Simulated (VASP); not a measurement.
# AlAs (F-43m) in VASP: further runs

Runs on AlAs. Level: PBE. Tasks: relaxation of cell and atoms.

Program: VASP 6.6.1. These are calculated values, not measurements. Logs are shortened: lines on timing, memory, paths and dates and some standing lists are left out, and cuts for length are marked.

### 1 Starting point

The structure is cubic, space group F-43m (No. 216). Conventional cell: a = 5.661 Å, b = 5.661 Å, c = 5.661 Å, α = 90.00°, β = 90.00°, γ = 90.00°. Al (site symmetry -43m) has 4 As at 2.45 Å as nearest neighbours. As (site symmetry -43m) has 4 Al at 2.45 Å as nearest neighbours.

### 2 Relaxation of cell and atoms, PBE

Input file INCAR:

```
SYSTEM = AlAs
PREC     = Accurate       ! precision mode
ENCUT    = 520            ! plane-wave cutoff, eV
EDIFF    = 1E-7           ! SCF threshold, eV
ISMEAR   = 0              ! smearing method
SIGMA    = 0.02           ! smearing width, eV
LREAL    = .FALSE.        ! projectors in reciprocal space
LASPH    = .TRUE.         ! aspherical terms in the spheres
NELM     = 80             ! most SCF steps
ALGO     = Normal         ! electronic algorithm
ISIF     = 3              ! what is computed and relaxed
LWAVE    = .FALSE.        ! write WAVECAR
LCHARG   = .FALSE.        ! write CHGCAR
GGA      = PE             ! functional
IBRION   = 2              ! ionic algorithm
NSW      = 80             ! ionic steps
EDIFFG   = -0.002         ! ionic threshold
```

Input file KPOINTS:

```
Automatic mesh
0
G
  2 2 2
  0 0 0
```

Input file POSCAR:

```
AlAs
1.0
    0.0000000000      2.8304000000      2.8304000000
    2.8304000000      0.0000000000      2.8304000000
    2.8304000000      2.8304000000      0.0000000000
Al As
1 1
Direct
    0.0000000000      0.0000000000      0.0000000000
    0.2500000000      0.2500000000      0.2500000000
```

Potentials or basis: VASP PAW PBE potentials, release 64 (Al, As).

Run with:

```bash
$ cat potpaw_PBE.64/Al/POTCAR potpaw_PBE.64/As/POTCAR > POTCAR
$ mpirun -np 1 vasp_std > vasp.out
```

OUTCAR:

```text
SYSTEM = AlAs
   PREC = Accurate
   ENCUT = 520
   EDIFF = 1E-7
   ISMEAR = 0
   LREAL = .FALSE.
   LASPH = .TRUE.
   NELM = 80
   ISIF = 3
   GGA = PE
   IBRION = 2
   NSW = 80
   EDIFFG = -0.002

 ion  position               nearest neighbor table
   1  0.000  0.000  0.000-   2 2.45   2 2.45   2 2.45   2 2.45
   2  0.250  0.250  0.250-   1 2.45   1 2.45   1 2.45   1 2.45

  LATTYP: Found a face centered cubic cell.
 ALAT       =     5.6608000000

  Lattice vectors:

 A1 = (   0.0000000000,   2.8304000000,   2.8304000000)
 A2 = (   2.8304000000,   0.0000000000,   2.8304000000)
 A3 = (   2.8304000000,   2.8304000000,   0.0000000000)

Analysis of symmetry for initial positions (statically):
=====================================================================
 Subroutine PRICEL returns:
 Original cell was already a primitive cell.

 Routine SETGRP: Setting up the symmetry group for a
 face centered cubic supercell.

 Subroutine GETGRP returns: Found 24 space group operations
 (whereof 24 operations were pure point group operations)
 out of a pool of 48 trial point group operations.

The static configuration has the point symmetry T_d .

Analysis of symmetry for dynamics (positions and initial velocities):
=====================================================================
 Subroutine PRICEL returns:
 Original cell was already a primitive cell.

 Routine SETGRP: Setting up the symmetry group for a
 face centered cubic supercell.

 Subroutine GETGRP returns: Found 24 space group operations
 (whereof 24 operations were pure point group operations)
 out of a pool of 48 trial point group operations.

The dynamic configuration has the point symmetry T_d .

 Subroutine INISYM returns: Found 24 space group operations
 (whereof 24 operations are pure point group operations),
 and found     1 'primitive' translations

----------------------------------------------------------------------------------------

                                     Primitive cell

  volume of cell :      45.3496

  direct lattice vectors                    reciprocal lattice vectors
     0.000000000  2.830400000  2.830400000    -0.176653477  0.176653477  0.176653477
     2.830400000  0.000000000  2.830400000     0.176653477 -0.176653477  0.176653477
     2.830400000  2.830400000  0.000000000     0.176653477  0.176653477 -0.176653477

  length of vectors
     4.002790067  4.002790067  4.002790067     0.305972797  0.305972797  0.305972797

  position of ions in fractional coordinates (direct lattice)
     0.000000000  0.000000000  0.000000000
     0.250000000  0.250000000  0.250000000

  ion indices of the primitive-cell ions
   primitive index   ion index
                 1           1
                 2           2

----------------------------------------------------------------------------------------

 KPOINTS: Automatic mesh

Automatic generation of k-mesh.
 Grid dimensions read from file:
 generate k-points for:    2    2    2

 Generating k-lattice:

  Cartesian coordinates                     Fractional coordinates (reciprocal lattice)
    -0.088326738  0.088326738  0.088326738     0.500000000  0.000000000  0.000000000
     0.088326738 -0.088326738  0.088326738     0.000000000  0.500000000  0.000000000
     0.088326738  0.088326738 -0.088326738     0.000000000  0.000000000  0.500000000

  Length of vectors
     0.152986398  0.152986398  0.152986398

  Shift w.r.t. Gamma in fractional coordinates (k-lattice)
     0.000000000  0.000000000  0.000000000

 Subroutine IBZKPT returns following result:
 ===========================================

 Found      3 irreducible k-points:

 Following reciprocal coordinates:
            Coordinates               Weight
  0.000000  0.000000  0.000000      1.000000
  0.500000  0.000000  0.000000      4.000000
  0.500000  0.500000  0.000000      3.000000
   k-points           NKPTS =      3   k-points in BZ     NKDIM =      3   number of bands    NBANDS=      8
   number of dos      NEDOS =    301   number of ions     NIONS =      2
   total plane-waves  NPLWV =  27000
   dimension x,y,z NGX =    30 NGY =   30 NGZ =   30
   dimension x,y,z NGXF=    60 NGYF=   60 NGZF=   60
   ions per type =               1   1
   NGX,Y,Z   is equivalent  to a cutoff of  12.46, 12.46, 12.46 a.u.
   NGXF,Y,Z  is equivalent  to a cutoff of  24.92, 24.92, 24.92 a.u.
 SYSTEM =  AlAs
   PREC   = accura    normal or accurate (medium, high low for compatibility)
   ISTART =      0    job   : 0-new  1-cont  2-samecut
   ICHARG =      2    charge: 1-file 2-atom 10-const
   ISPIN  =      1    spin polarized calculation?
   LNONCOLLINEAR =      F non collinear calculations
   LSORBIT =      F    spin-orbit coupling
   LASPH  =      T    aspherical Exc in radial PAW
   ENCUT  =  520.0 eV  38.22 Ry    6.18 a.u.   7.44  7.44  7.44*2*pi/ulx,y,z
   NELM   =     80;   NELMIN=  2; NELMDL= -5     # of ELM steps
   EDIFF  = 0.1E-06   stopping-criterion for ELM
   LREAL  =      F    real-space projection
   EDIFFG = -.2E-02   stopping-criterion for IOM
   NSW    =     80    number of steps for IOM
   IBRION =      2    ionic relax: 0-MD 1-quasi-New 2-CG
   NFREE  =      1    steps in history (QN), initial steepest desc. (CG)
   ISIF   =      3    stress and relaxation
   ISYM   =      2    0-nonsym 1-usesym 2-fastsym
   POTIM  = 0.5000    time-step for ionic-motion
   TEBEG  =    0.0;   TEEND  =   0.0 temperature during run
   PSTRESS=    0.0 pullay stress
   NELECT =       8.0000    total number of electrons
   NUPDOWN=      -1.0000    fix difference up-down
   EMIN   =  10.00;   EMAX   =-10.00  energy-range for DOS
   EFERMI =   0.00;   METHOD = LEGACY
   ISMEAR =     0;   SIGMA  =   0.02  broadening in eV -4-tet -1-fermi 0-gaus
   EFERMI_NEDOS =   21; number of points for ismear=-14 and -15
   IALGO  =     38    algorithm
   IMIX   =      4    mixing-type and parameters
     AMIX     =   0.40;   BMIX     =  1.00
     AMIX_MAG =   1.60;   BMIX_MAG =  1.00
  volume/ion in A,a.u.               =      22.67       153.02
  Fermi-wavevector in a.u.,A,eV,Ry     =   0.918150  1.735052 11.469706  0.843000
  Thomas-Fermi vector in A             =   2.043199
   LORBIT       =      0    0 simple, 1 ext, 2 COOP (PROOUT), +10 PAW based schemes
   GGA     = PE    functional components
   LHFCALC =     F    Hartree Fock is set to
   AEXX    =    0.0000 exact exchange contribution
   IVDW    =     0    specifies the selected vdW correction
   LEPSILON=     F    determine dielectric tensor
   LRPA    =     F    only Hartree local field effects (RPA)
 conjugate gradient relaxation of ions
 non-spin polarized calculation
 Gauss-broadening in eV      SIGMA  =   0.02
  energy-cutoff  :      520.00
  volume of cell :       45.35
 maximum number of plane-waves:      1243
 NGX is ok and might be reduce to    30
   NGX = 15   NGY = 15   NGZ = 15

--------------------------------------- Ionic step        1  -------------------------------------------

 number of electron       8.0000000 magnetization

 Free energy of the ion-electron system (eV)
  ---------------------------------------------------
  ext. energy  EPLUGINS =         0.00000000
  ---------------------------------------------------
  free energy    TOTEN  =        -7.38847233 eV

  energy without entropy =       -7.38847233  energy(sigma->0) =       -7.38847233

 E-fermi :   4.3804     XC(G=0):  -8.8482

 val. band max:        4.2265418166   @ k =   0.0000   0.0000   0.0000
 cond. band min:       5.4880860436   @ k =   0.5000   0.5000   0.0000
 fundamental gap:      1.2615442270
 Fermi energy:         4.3803956674

 k-point     1 :       0.0000    0.0000    0.0000
  band No.  band energies     occupation
      1      -7.6386      2.00000
      2       4.2265      2.00000
      3       4.2265      2.00000
      4       4.2265      2.00000
      5       6.2553      0.00000
      6       8.2903      0.00000
      7       8.2903      0.00000
      8       8.2903      0.00000

 k-point     2 :       0.5000    0.0000    0.0000
  band No.  band energies     occupation
      1      -6.1573      2.00000
      2      -1.4842      2.00000
      3       3.3650      2.00000
      4       3.3650      2.00000
      5       6.2390      0.00000
      6       8.6945      0.00000
      7       8.6945      0.00000
      8      11.8974      0.00000
[... 175 lines left out ...]
 POSITION                                       TOTAL-FORCE (eV/Angst)
 -----------------------------------------------------------------------------------
      0.00000      2.93074      2.93074        -0.000000     -0.000000     -0.000000
      1.46537      1.46537      1.46537         0.000000      0.000000      0.000000
 -----------------------------------------------------------------------------------
    total drift:                               -0.000000     -0.000000     -0.000000

  FREE ENERGIE OF THE ION-ELECTRON SYSTEM (eV)
  ---------------------------------------------------
  free  energy   TOTEN  =        -7.5024274918 eV

  energy  without entropy=       -7.5024274918  energy(sigma->0) =       -7.50242749

--------------------------------------- Ionic step        6  -------------------------------------------

 number of electron       8.0000001 magnetization

 Free energy of the ion-electron system (eV)
  ---------------------------------------------------
  ext. energy  EPLUGINS =         0.00000000
  ---------------------------------------------------
  free energy    TOTEN  =        -7.50242961 eV

  energy without entropy =       -7.50242961  energy(sigma->0) =       -7.50242961

 E-fermi :   3.4951     XC(G=0):  -8.4403

 val. band max:        3.3753955868   @ k =   0.0000   0.0000   0.0000
 cond. band min:       4.5711439174   @ k =   0.0000   0.0000   0.0000
 fundamental gap:      1.1957483306
 Fermi energy:         3.4950824574

 k-point     1 :       0.0000    0.0000    0.0000
  band No.  band energies     occupation
      1      -7.9252      2.00000
      2       3.3754      2.00000
      3       3.3754      2.00000
      4       3.3754      2.00000
      5       4.5711      0.00000
      6       7.2569      0.00000
      7       7.2569      0.00000
      8       7.2569      0.00000

 k-point     2 :       0.5000    0.0000    0.0000
  band No.  band energies     occupation
      1      -6.6774      2.00000
      2      -1.9007      2.00000
      3       2.5862      2.00000
      4       2.5862      2.00000
      5       4.9984      0.00000
      6       7.7590      0.00000
      7       7.7590      0.00000
      8      10.8498      0.00000
[... 31 lines left out ...]
 POSITION                                       TOTAL-FORCE (eV/Angst)
 -----------------------------------------------------------------------------------
      2.93121     -0.00000      2.93121         0.000000      0.000000      0.000000
      1.46560      1.46560      1.46560        -0.000000     -0.000000     -0.000000
 -----------------------------------------------------------------------------------
    total drift:                               -0.000000     -0.000000     -0.000000

  FREE ENERGIE OF THE ION-ELECTRON SYSTEM (eV)
  ---------------------------------------------------
  free  energy   TOTEN  =        -7.5024296114 eV

  energy  without entropy=       -7.5024296114  energy(sigma->0) =       -7.50242961

 reached required accuracy - stopping structural energy minimisation
```

It took 13 s on 1 thread of Intel Xeon Platinum 8375C at 2.90GHz (Ice Lake), shared host; peak memory 0.16 GiB.

What came out:

| Quantity | Value |
| --- | --- |
| Free energy | -7.5024 eV |
| Relaxed volume | 25.18 Å³/atom |
| Relaxed cell | a = 4.145 Å, b = 4.145 Å, c = 4.145 Å, α = 60.00°, β = 60.00°, γ = 60.00° |
| Space group after relaxing (to 0.05 Å) | F-43m (No. 216) |
| Energy gained by relaxing | 57.0 meV/atom |
| Ionic steps | 6 |
| Pressure after relaxing | 0.0 GPa |
| Band gap on the k mesh | 1.20 eV, direct |

The path:
| step | energy change (eV) | largest force (eV/Å) | pressure (GPa) | volume (Å³) |
| --- | --- | --- | --- | --- |
| 1 | 0.0000 | 0.0000 | 7.99 | 45.35 |
| 2 | -0.0871 | 0.0000 | -2.92 | 53.18 |
| 3 | -0.1140 | 0.0000 | 0.01 | 50.36 |
| 4 | -0.1139 | 0.0000 | -0.11 | 50.46 |
| 5 | -0.1140 | 0.0000 | 0.03 | 50.35 |
| 6 | -0.1140 | 0.0000 | 0.00 | 50.37 |

Final structure:
```cif
data_structure
_symmetry_space_group_name_H-M 'P 1'
_symmetry_Int_Tables_number 1
_cell_length_a 4.1454
_cell_length_b 4.1454
_cell_length_c 4.1454
_cell_angle_alpha 60.000
_cell_angle_beta 60.000
_cell_angle_gamma 60.000
_cell_volume 50.37
loop_
_atom_site_label
_atom_site_type_symbol
_atom_site_fract_x
_atom_site_fract_y
_atom_site_fract_z
_atom_site_occupancy
Al1 Al 0.00000 0.00000 0.00000 1
As1 As 0.25000 0.25000 0.25000 1
```

Caveat: the k mesh is coarse (spacing up to 0.96 Å⁻¹), so the values aren't converged; the volume moved by +11 % from the deposited cell, more than functionals usually miss.

### 3 Relaxation of cell and atoms, PBE

This run uses another cell than the first one, of 25.18 Å³/atom, 1.111 times its volume.

INCAR is that of step 2.

KPOINTS is that of step 2.

Input file POSCAR:

```
AlAs                                    
1.0
    0.0000000000      2.9312054247      2.9312054247
    2.9312054247     -0.0000000000      2.9312054247
    2.9312054247      2.9312054247     -0.0000000000
  Al              As            
     1     1
Direct
     0.0000000000000000    1.0000000000000000    0.0000000000000000
     0.2500000000000000    0.2500000000000000    0.2500000000000000
```

Potentials or basis: VASP PAW PBE potentials, release 64 (Al, As).

Run with:

```bash
$ cat potpaw_PBE.64/Al/POTCAR potpaw_PBE.64/As/POTCAR > POTCAR
$ mpirun -np 1 vasp_std > vasp.out
```

Run time: 3.6 s. Hardware: 1 thread of Intel Xeon Platinum 8375C at 2.90GHz (Ice Lake), shared host; peak memory 0.16 GiB.

Results (log left out):

```yaml
Free_energy: -7.5026 eV
Pressure_after_relaxing: 0.0 GPa
Band_gap_on_the_k_mesh: 1.20 eV, direct
```

Final structure:
```xyz
2
Lattice="0.0000 2.9312 2.9312 2.9312 0.0000 2.9312 2.9312 2.9312 0.0000" Properties=species:S:1:pos:R:3 pbc="T T T"
Al    0.0000    0.0000    0.0000
As    1.4656    1.4656    1.4656
```

Levels at points of the mesh, in eV from the valence-band top:
```csv
k point,band 1,band 2,band 3,band 4,band 5,band 6,band 7,band 8
"(0.00, 0.00, 0.00)",-11.30,0.00,0.00,0.00,1.20,3.88,3.88,3.88
"(0.50, 0.00, 0.00)",-10.05,-5.28,-0.79,-0.79,1.62,4.38,4.38,7.47
"(0.50, 0.50, 0.00)",-9.57,-5.25,-2.03,-2.03,1.43,2.12,9.40,9.40
```

Caveat: the k mesh is coarse (spacing up to 0.93 Å⁻¹), so the values aren't converged; the relaxation stopped at its first step, so nothing moved.
